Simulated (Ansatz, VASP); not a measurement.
# Cross-check of BN between VASP and Ansatz

Wanted: the spread between two codes on one cell, functional and k mesh. The structure shown is the end of the Ansatz relaxation below.

Program: Ansatz 0.2.0. Level of theory: plane waves, with VASP 6.6.1 beside it; LDA. Results are calculated unless marked as measured.

## 1. The structure

The structure is tetragonal, space group I-4m2 (No. 119). The conventional cell has a = 2.536 Å, b = 2.536 Å, c = 3.544 Å, α = 90.00°, β = 90.00°, γ = 90.00°. Nearest to B lie 4 N at 1.55 Å. N has 4 B at 1.55 Å nearest. Farther neighbours and most contacts between anions are not listed.

## 2. Ansatz: relaxation, LDA

Ansatz runs on its PAW soft_1 files.

This run makes the geometry at which the two programs are then compared.

input.yaml reads:

```yaml
crystal:
  lattice:
    - [0.0, 1.7899253149, 1.7720260618]
    - [1.7899253149, 0.0, 1.7720260618]
    - [1.7899253149, 1.7899253149, 0.0]
  atoms:
    - { symbol: B, position: [0.0, 0.0, 0.0] }
    - { symbol: "N", position: [0.25, 0.25, 0.25] }
  conventional_axes: [[-1, 1, 1], [1, -1, 1], [1, 1, -1]]
kpoints:
  mp_grid: { grid: [12, 12, 12] }
hamiltonian:
  xc: lda
  pseudopotentials: { kind: paw, azcp: { folder: soft_1 }, xc_functional: pbe }
scf:
  occupations: { method: fixed }
output:
  forces: true
  stress: true
  eigenvalues: true
relax:
  adjacent_minimum: "off"
  f_tol: 0.001
  max_steps: 60
  cell: { stress_tol: 0.01, fix: [c, angles] }
```

Launch:

```sh
$ ansatz run input.yaml --threads 4 --pin off --max-ram 10240MiB --backend cpu --events-out ev --progress --plain --runs-dir out
```

Numbers of over 12 decimals in the logs are rounded to 6 here.

The program printed:

```text
Engine: ansatz 0.2.0, aarch64-unknown-linux-gnu
Pseudopotentials: kind: paw
Pseudopotential: B, paw, valence charge 3, recommended cutoff 420 eV (normal), soft_1/B.paw.azcp
Pseudopotential: N, paw, valence charge 5, recommended cutoff 420 eV (normal), soft_1/N.paw.azcp
Functional definition: SPW92
  exchange = slater_x
  correlation = pw_c
Crystal: 2 atoms, lattice volume = 11.355 Å³
Basis set: ecut = 420 eV, 229 PW (Γ)
Bands: 8, of which v1, the nominal top of the filled ones, is band 4 counted from 1 (3 counted from 0)
Symmetry: 8 space group operations
Space group: I-4m2 (ITA 119), of the structure as read, at distance tolerance 2.2e-5 Å
k-points: 163 of 1728 (time reversal used)
Non-local potential: B, projectors of the file, l = 0: 2, l = 1: 2, l = 2: 1
Non-local potential: N, projectors of the file, l = 0: 2, l = 1: 2, l = 2: 1
PAW form: soft (Blöchl's): semilocal exchange-correlation on the pseudo side does not see the compensation charge
PAW frozen core: B, regenerated for the run's functional, and the local potential with it (the file was generated under x = pbe(κ = 0.804, μ = 0.219515), c = pbe(β = 0.066725))
PAW frozen core: N, regenerated for the run's functional, and the local potential with it (the file was generated under x = pbe(κ = 0.804, μ = 0.219515), c = pbe(β = 0.066725))
PAW one-centre angular grid: B, 110 points (default); XC on 64 Gauss nodes
PAW one-centre angular grid: N, 110 points (default); XC on 64 Gauss nodes
Initial density: superposition of atomic densities (chi_scale 0.1, normalization cell, long waves kept (reshape's long-wave potential 0.00 eV rms))
Initial wavefunctions: pseudopotential atomic-orbital guess
Functional: x = slater, c = lda
SCF iter   1: F=—  HF=-527.264588 eV  |F-HF|=—  |Δ(HF+E_count)|=         —  Δρ=1.52e-1  dr2=2.08e0  ethr=3.10e-3  ⟨swp⟩=3.9  Hψ=7390  notcnv=0  defer=259
preconditioner: auto → none  [insulator: Δε(μ)=5.724 eV  Ē_g=20.807 eV  n_scr=0 (ndim 8)  ℏωp=31.2 eV  f_vac=0.000  ε∞_Penn≈3.2]
SCF iter   2: F=—  HF=-526.552872 eV  |F-HF|=—  |Δ(HF+E_count)|=   7.12e-1  Δρ=6.51e-2  dr2=2.67e-1  ethr=3.10e-3  ⟨swp⟩=2.0  Hψ=3815  notcnv=0  defer=53
SCF iter   3: F=—  HF=-526.477942 eV  |F-HF|=—  |Δ(HF+E_count)|=   7.49e-2  Δρ=2.18e-2  dr2=3.32e-2  ethr=3.10e-3  ⟨swp⟩=3.0  Hψ=2288  notcnv=0  defer=270
SCF iter   4: F=—  HF=-526.468230 eV  |F-HF|=—  |Δ(HF+E_count)|=   9.71e-3  Δρ=2.93e-3  dr2=3.27e-4  ethr=4.15e-4  ⟨swp⟩=3.0  Hψ=2286  notcnv=0  defer=321
SCF iter   5: F=—  HF=-526.468212 eV  |F-HF|=—  |Δ(HF+E_count)|=   1.84e-5  Δρ=1.68e-4  dr2=1.41e-6  ethr=4.09e-6  ⟨swp⟩=3.0  Hψ=2066  notcnv=0  defer=323
SCF iter   6: F=—  HF=-526.468211 eV  |F-HF|=—  |Δ(HF+E_count)|=   3.31e-7  Δρ=1.47e-5  dr2=5.32e-9  ethr=1.25e-9  ⟨swp⟩=5.6  Hψ=6741  notcnv=0
SCF iter   7: F=-526.468211 eV  HF=-526.468211 eV  |F-HF|=1.53e-11  |Δ(HF+E_count)|=  4.96e-11  Δρ=8.13e-7  dr2=3.68e-11  ethr=6.65e-11  ⟨swp⟩=2.0  Hψ=3912  notcnv=0
SCF 1 converged in 7 iterations: F = -526.468211 eV  dr2 = 3.68e-11
  greatest PAW one-centre occupation: 0.785 electrons in one spin orbital (limit 2), on the N atom at site 1 (counted from 0), in its partial waves of l = 0
relax step   1: F+E_penalty+E_count = -526.46821147 eV  Δ(F+E_penalty+E_count) = +0.000e0 eV  max|allowed force component| = 2.429e-16 eV/Å  Δτ_max = 0.0000 Å  P = +4.099 GPa  Ω = 11.355 Å³  fix = [c, alpha, beta, gamma]  reactions: c +8.319 GPa  (7 SCF iters, dr2 threshold 1.00e-7 eV, accepted)
[...]
relax step   2: F+E_penalty+E_count = -526.46830445 eV  Δ(F+E_penalty+E_count) = -9.298e-5 eV  max|allowed force component| = 1.874e-16 eV/Å  Δτ_max = 0.0000 Å  P = +3.092 GPa  Ω = 11.382 Å³  energy of the carried Pulay correction = -1.364e-4 eV  fix = [c, alpha, beta, gamma]  reactions: c +7.800 GPa  (4 SCF iters, dr2 threshold 2.00e-7 eV, accepted)
[...]
relax step   3: F+E_penalty+E_count = -526.46826088 eV  Δ(F+E_penalty+E_count) = +4.357e-5 eV  max|allowed force component| = 7.026e-17 eV/Å  Δτ_max = 0.0000 Å  P = +2.501 GPa  Ω = 11.397 Å³  energy of the carried Pulay correction = -2.169e-4 eV  fix = [c, alpha, beta, gamma]  reactions: c +7.495 GPa  (4 SCF iters, dr2 threshold 2.00e-7 eV, accepted)
[...]
relax step   4: F+E_penalty+E_count = -526.46847998 eV  Δ(F+E_penalty+E_count) = -2.191e-4 eV  max|allowed force component| = 7.199e-17 eV/Å  Δτ_max = 0.0000 Å  P = +2.539 GPa  Ω = 11.397 Å³  fix = [c, alpha, beta, gamma]  reactions: c +7.520 GPa  stress off target by 4.79e-2 GPa on what of the cell is left free  SCF on the basis re-selected at this cell (its energy is not comparable with the rows above)  (5 SCF iters)
[...]
relax step   5: F+E_penalty+E_count = -526.46847485 eV  Δ(F+E_penalty+E_count) = +5.137e-6 eV  max|allowed force component| = 9.368e-17 eV/Å  Δτ_max = 0.0000 Å  P = +2.501 GPa  Ω = 11.399 Å³  energy of the carried Pulay correction = -5.295e-6 eV  fix = [c, alpha, beta, gamma]  reactions: c +7.501 GPa  (3 SCF iters, dr2 threshold 5.74e-9 eV, accepted)
[...]
relax step   6: F+E_penalty+E_count = -526.46847826 eV  Δ(F+E_penalty+E_count) = -3.414e-6 eV  max|allowed force component| = 9.714e-17 eV/Å  Δτ_max = 0.0000 Å  P = +2.501 GPa  Ω = 11.399 Å³  fix = [c, alpha, beta, gamma]  reactions: c +7.501 GPa  stress off target by 1.28e-3 GPa on what of the cell is left free  SCF on the basis re-selected at this cell (its energy is not comparable with the rows above)  (4 SCF iters)
basis re-selected at this cell: Δ(F+E_penalty+E_count) = -3.414e-6 eV, ΔP = +0.000 GPa vs the last step (what re-selecting the basis moved, of the pressure what is left beyond the Pulay correction that the steps carried, after the strain that the cell walked since its last selection, with what the two solves' SCF thresholds leave and, on support functions, any second-order correction that the steps lacked; it is no m [...]
SCF converged after 4 iterations
Free energy (F): -526.468478 eV
Harris-Foulkes:  -526.468478 eV  (|F-HF|=1.14e-13)
Internal energy: -526.468478 eV  (E = F + TS)
E sigma→0 (E₀):  -526.468478 eV
Fermi energy:    11.570591 eV
--- Per-component energies (eV) ---
  E_band       = 27.895864
  E_kinetic    = 185.330488
  E_local      = -156.399055  (includes V_loc(G=0)·N_el)
  E_nonlocal   = 44.187103
  E_hartree    = 47.605165
  E_xc         = -92.887467
  E_vxc        = -115.326927  (∫ρ·V_xc dr)
  E_paw        = -191.773946  (= ΣΔE_a)
  E_vpaw       = -25.106974  (= ΣTr[D̂ρ^β])
  E_aug_tail   = 0.000901  (compensation charges beyond the density's cutoff)
  E_ewald      = -362.657545
  E_core_change = 0.125878  (= ΣΔE_core)
  E_smearing   = -0.000000  (= −TS)
  E_closure    = 0.000000  (closes the sum)
  Σ components = -526.468478   (vs F -526.468478, Δ=0.00e0)
--- Forces (eV/Å), atoms counted from 1 ---
  atom   1  B      0.00000000    -0.00000000    -0.00000000
  atom   2  N     -0.00000000     0.00000000     0.00000000
  max |Σ_I F_I| component: 1.39e-16 eV/Å
--- Stress (GPa, compression-positive) ---
        0.001282      -0.000000      -0.000000
        0.000000       0.001282      -0.000000
       -0.000000      -0.000000       7.500524
  P = ⅓ Tr σ = 2.5010 GPa (25.010 kbar)
--- Band table (eV; the first three rows and the last of 163) ---
  k-point 0: bands = ["-8.9928", "11.4515", "11.4515", "11.5706", "20.2930", "20.3785", "20.3785", "22.4812"]
  k-point 1: bands = ["-8.8182", "10.5605", "11.2565", "11.3493", "20.5517", "20.6609", "20.6800", "22.9940"]
  k-point 2: bands = ["-8.3000", "8.4226", "10.7855", "10.8987", "21.0263", "21.3073", "21.3175", "24.2163"]
  k-point 162: bands = ["-3.0149", "2.4955", "6.2764", "6.2764", "15.7439", "20.6609", "29.7512", "29.7512"]
--- Relaxed structure (4 steps of the walk, 4 accepted, 2 SCFs on fresh bases) ---
  F+E_penalty+E_count = -526.46847826 eV   max|allowed force component| = 9.714e-17 eV/Å   (the final SCF, on the basis selected at the relaxed cell)
  cell:  # Å, volume = 11.3985 Å³
    - [0, 1.793387, 1.7720260618]
    - [1.793387, 0, 1.7720260618]
    - [1.793387, 1.793387, 0]
  atoms:
    - { symbol: B, position: [0, 0, 0] }
    - { symbol: N, position: [0.25, 0.25, 0.250000] }
```

## 3. VASP: single point, LDA, pair 1

The same cell, functional (in two slightly different forms) and mesh now go to VASP, with its own data sets.

Lines of VASP's logs that name or quote its potential files are left out, and so is its time.

INCAR reads:

```
SYSTEM = BN
PREC = Accurate
ENCUT = 600
EDIFF = 1E-06
NELM = 120
ISMEAR = 0
SIGMA = 0.01
LREAL = .FALSE.
ALGO = Normal
GGA = PW92
NBANDS = 10
LORBIT = 11
LWAVE = .FALSE.
LCHARG = .FALSE.
ISIF = 2
LASPH = .TRUE.
GGA_COMPAT = .FALSE.
EFERMI = MIDGAP
```

POSCAR reads:

```
BN
1.0
    0.0000000000      1.7933874828      1.7720260618
    1.7933874828      0.0000000000      1.7720260618
    1.7933874828      1.7933874828      0.0000000000
B N
1 1
Direct
    0.0000000000      0.0000000000      0.0000000000
    0.2500000000      0.2500000000      0.2500000000
```

KPOINTS reads:

```
Automatic mesh
0
Gamma
12 12 12
0 0 0
```

The projector-augmented-wave data sets are B and N (LDA family, release 64).

Launch:

```sh
$ mpirun -np 1 vasp_std
```

The program printed:

```text
[banner, memory and clock lines left out]
running    1 mpi-ranks, on    1 nodes
 distrk:  each k-point on    1 cores,    1 groups
 distr:  one band on    1 cores,    1 groups

 POSCAR found type information on POSCAR B N
 POSCAR found :  2 types and       2 ions
|                                                                             |
|               ----> ADVICE to this user running VASP <----                  |
|                                                                             |
|     You enforced a specific xc type in the INCAR file but a different       |
|     [... a line on the potential file left out ...]
|     I HOPE YOU KNOW WHAT YOU ARE DOING!                                     |
|                                                                             |

 LDA part: xc-table for (Slater(with rela. corr.)+PW92), standard interpolation
 POSCAR, INCAR and KPOINTS ok, starting setup
 FFT: planning ... GRIDC
 FFT: planning ... GRID_SOFT
 FFT: planning ... GRID
 WAVECAR not read
 entering main loop
       N       E                     dE             d eps       ncg     rms          rms(c)
DAV:   1     0.109096794690E+02    0.10910E+02   -0.55360E+03  3356   0.887E+02
DAV:   2    -0.201395725411E+02   -0.31049E+02   -0.30082E+02  3838   0.171E+02
DAV:   3    -0.206361792816E+02   -0.49661E+00   -0.49548E+00  3842   0.186E+01
DAV:   4    -0.206367885754E+02   -0.60929E-03   -0.60928E-03  3542   0.774E-01
DAV:   5    -0.206367891306E+02   -0.55527E-06   -0.55527E-06  3698   0.238E-02    0.670E+00
DAV:   6    -0.195893897832E+02    0.10474E+01   -0.33427E+00  3308   0.114E+01    0.318E+00
DAV:   7    -0.194677265368E+02    0.12166E+00   -0.10331E-01  3638   0.278E+00    0.180E+00
DAV:   8    -0.194350552186E+02    0.32671E-01   -0.50706E-02  3654   0.162E+00    0.191E-01
DAV:   9    -0.194349058705E+02    0.14935E-03   -0.86049E-04  3554   0.281E-01    0.823E-02
DAV:  10    -0.194348902964E+02    0.15574E-04   -0.43588E-05  3650   0.670E-02    0.139E-02
DAV:  11    -0.194348907670E+02   -0.47053E-06   -0.17269E-06  2504   0.964E-03
   1 F= -.19434891E+02 E0= -.19434891E+02  d E =0.000000E+00
```

From OUTCAR (step 3):

```text
ion  position               nearest neighbor table
   1  0.000  0.000  0.000-   2 1.55   2 1.55   2 1.55   2 1.55
   2  0.250  0.250  0.250-   1 1.55   1 1.55   1 1.55   1 1.55

  LATTYP: Found a body centered tetragonal cell.
 ALAT       =     2.5362329008
 C/A-ratio  =     1.3973685629

 Subroutine GETGRP returns: Found  8 space group operations
 (whereof  8 operations were pure point group operations)

The static configuration has the point symmetry D_2d.

 Found    163 irreducible k-points:

   k-points           NKPTS =    163   k-points in BZ     NKDIM =    163   number of bands    NBANDS=     10

   dimension x,y,z NGX =    20 NGY =   20 NGZ =   20
   dimension x,y,z NGXF=    40 NGYF=   40 NGZF=   40

   ENCUT  =  600.0 eV  44.10 Ry    6.64 a.u.   5.04  5.04  5.07*2*pi/ulx,y,z

   NELECT =       8.0000    total number of electrons

 k-points in reciprocal lattice and weights: Automatic mesh
   0.00000000  0.00000000  0.00000000       0.001
   0.08333333 -0.00000000  0.00000000       0.005
   0.16666667  0.00000000  0.00000000       0.005
   0.25000000  0.00000000  0.00000000       0.005
   0.33333333 -0.00000000  0.00000000       0.005
   0.41666667 -0.00000000  0.00000000       0.005
   0.50000000  0.00000000  0.00000000       0.002
   0.08333333  0.08333333  0.00000000       0.001
   0.16666667  0.08333333  0.00000000       0.005
[...]
-0.33333333  0.16666667  0.50000000       0.002
  -0.25000000  0.25000000  0.50000000       0.001

 average (electrostatic) potential at core
       1 -29.0835       2 -59.7011

 E-fermi :   9.9970

 k-point     1 :       0.0000    0.0000    0.0000
  band No.  band energies     occupation
      1     -12.6405      2.00000
      2       7.7927      2.00000
      3       7.7927      2.00000
      4       7.9126      2.00000
      5      16.6318      0.00000
      6      16.7171      0.00000
      7      16.7171      0.00000
      8      18.8592      0.00000
      9      33.0079      0.00000
    ...

 k-point     2 :       0.0833   -0.0000    0.0000
  band No.  band energies     occupation
      1     -12.4663      2.00000
      2       6.9026      2.00000
      3       7.5985      2.00000
      4       7.6912      2.00000
      5      16.8922      0.00000
      6      17.0001      0.00000
      7      17.0210      0.00000
      8      19.3671      0.00000
      9      32.6580      0.00000
    ...

 k-point     3 :       0.1667    0.0000    0.0000
  band No.  band energies     occupation
      1     -11.9490      2.00000
      2       4.7650      2.00000
      3       7.1278      2.00000
      4       7.2413      2.00000
      5      17.3743      0.00000
      6      17.6476      0.00000
      7      17.6592      0.00000
      8      20.5805      0.00000
      9      31.8842      0.00000
    ...

  Total        0.0325048      0.0325048      0.5661322      0.0000000      0.0000000      0.0000000
  in kB        4.5688792      4.5688792     79.5756304      0.0000000      0.0000000      0.0000000
  external PRESSURE =      29.5711296 kB  Pullay stress =       0.0000000 kB

  energy-cutoff  :      600.00
  volume of cell :       11.40
      direct lattice vectors                 reciprocal lattice vectors
     0.000000000  1.793387483  1.772026062    -0.278801991  0.278801991  0.282162893
     1.793387483  0.000000000  1.772026062     0.278801991 -0.278801991  0.282162893
     1.793387483  1.793387483  0.000000000     0.278801991  0.278801991 -0.282162893

 POSITION                                       TOTAL-FORCE (eV/Angst)
 -----------------------------------------------------------------------------------
      0.00000      0.00000      0.00000         0.000000      0.000000     -0.000000
      0.89669      0.89669      0.88601        -0.000000     -0.000000      0.000000
 -----------------------------------------------------------------------------------
    total drift:                               -0.000001     -0.000001      0.000001

  FREE ENERGIE OF THE ION-ELECTRON SYSTEM (eV)
  ---------------------------------------------------
  free  energy   TOTEN  =       -19.4348907670 eV

  energy  without entropy=      -19.4348907670  energy(sigma->0) =      -19.43489077

 total charge
# of ion       s       p       d       tot
------------------------------------------
    1        0.685   1.423   0.000   2.108
    2        1.201   2.768   0.000   3.969
--------------------------------------------------
tot          1.886   4.190   0.000   6.077

[... 3 further parts left out ...]
```

The run ends at a pressure of 2.96 GPa.

## 4. Comparison

Known differences besides the potentials themselves: fixed occupations in Ansatz, narrow Gaussian smearing in VASP; the cutoff is 420 eV in Ansatz and 600 eV in VASP; VASP's log shows a relativistic correction to its local exchange, Ansatz's none; Ansatz's pressure holds a Pulay correction, VASP's none. Total energies have different zeros and are not compared.

The two programs side by side:

```csv
quantity,Ansatz,VASP,difference
pressure (GPa),2.50,2.96,-0.46
gap on the k mesh (eV),4.173,4.169,+0.005
```

A gap on the mesh is an upper bound, since the band edges may lie between its points.

## 5. Ansatz: relaxation, LDA

This run makes the geometry at which the two programs are then compared. The cell compared in this pair holds 11.33 Å³, against 11.40 Å³ for the pair before.

The structure compared here is the end of the Ansatz relaxation.

input.yaml: that of step 2 with these lines changed.

```diff
@@ -2,5 +2,5 @@
   lattice:
-    - [0.0, 1.7899253149, 1.7720260618]
-    - [1.7899253149, 0.0, 1.7720260618]
-    - [1.7899253149, 1.7899253149, 0.0]
+    - [0.0, 1.7933874828, 1.7541268087]
+    - [1.7933874828, 0.0, 1.7541268087]
+    - [1.7933874828, 1.7933874828, 0.0]
   atoms:
```

Launch:

```sh
$ ansatz run input.yaml --threads 4 --pin off --max-ram 10240MiB --backend cpu --events-out ev --progress --plain --runs-dir out
```

The program printed:

```text
[...]
Crystal: 2 atoms, lattice volume = 11.283 Å³
Basis set: ecut = 420 eV, 213 PW (Γ)
Bands: 8, of which v1, the nominal top of the filled ones, is band 4 counted from 1 (3 counted from 0)
Symmetry: 8 space group operations
[...]
k-points: 163 of 1728 (time reversal used)
[...]
P = ⅓ Tr σ = 4.9881 GPa (49.881 kbar)
--- Band table (eV; the first three rows and the last of 163) ---
[...]
--- Relaxed structure (4 steps of the walk, 4 accepted, 2 SCFs on fresh bases) ---
[...]
cell:  # Å, volume = 11.3301 Å³
    - [0, 1.797099, 1.7541268087]
    - [1.797099, 0, 1.7541268087]
    - [1.797099, 1.797099, 0]
  atoms:
    - { symbol: B, position: [0, 0, 0] }
    - { symbol: N, position: [0.250000, 0.250000, 0.25] }
[key lines of the parts left out:]
SCF converged after 4 iterations
Free energy (F): -526.460379 eV
Fermi energy:    11.751170 eV
```

## 6. VASP: single point, LDA, pair 2

The same cell, functional (in two slightly different forms) and mesh now go to VASP, with its own data sets.

INCAR is that of step 3.

POSCAR reads:

```
BN
1.0
    0.0000000000      1.7970994639      1.7541268087
    1.7970994639      0.0000000000      1.7541268087
    1.7970994639      1.7970994639      0.0000000000
B N
1 1
Direct
    0.0000000000      0.0000000000      0.0000000000
    0.2500000000      0.2500000000      0.2500000000
```

KPOINTS is that of step 3.

Launch:

```sh
$ mpirun -np 1 vasp_std
```

The program printed:

```text
[banner, memory and clock lines left out]
running    1 mpi-ranks, on    1 nodes
[...]
[... a notice as in an earlier step ...]

 LDA part: xc-table for (Slater(with rela. corr.)+PW92), standard interpolation
 POSCAR, INCAR and KPOINTS ok, starting setup
[...]
entering main loop
       N       E                     dE             d eps       ncg     rms          rms(c)
DAV:   1     0.115046921038E+02    0.11505E+02   -0.55244E+03  3308   0.887E+02
DAV:   2    -0.201183628119E+02   -0.31623E+02   -0.30510E+02  3870   0.171E+02
DAV:   3    -0.206391977887E+02   -0.52083E+00   -0.51958E+00  3828   0.193E+01
DAV:   4    -0.206398879365E+02   -0.69015E-03   -0.69013E-03  3536   0.815E-01
[...]
DAV:   9    -0.194264174886E+02    0.14840E-03   -0.85653E-04  3566   0.281E-01    0.828E-02
DAV:  10    -0.194264018594E+02    0.15629E-04   -0.43221E-05  3660   0.668E-02    0.139E-02
DAV:  11    -0.194264023239E+02   -0.46455E-06   -0.17089E-06  2500   0.961E-03
   1 F= -.19426402E+02 E0= -.19426402E+02  d E =0.000000E+00
```

(Continued in part 2 of 2.)

[Lines on the potential files, build, host, timing and source positions are cut from VASP's logs without a mark.]

[Logs are printed without paths, hosts, clocks, repeated set-up lines and the standing remarks that a program may print on its own settings, such as how far it seeks lower states.]

[Hosts, paths, dates, database ids (printed as entryN), source tags and the programs' standing remarks are cut or masked in the printed files.]
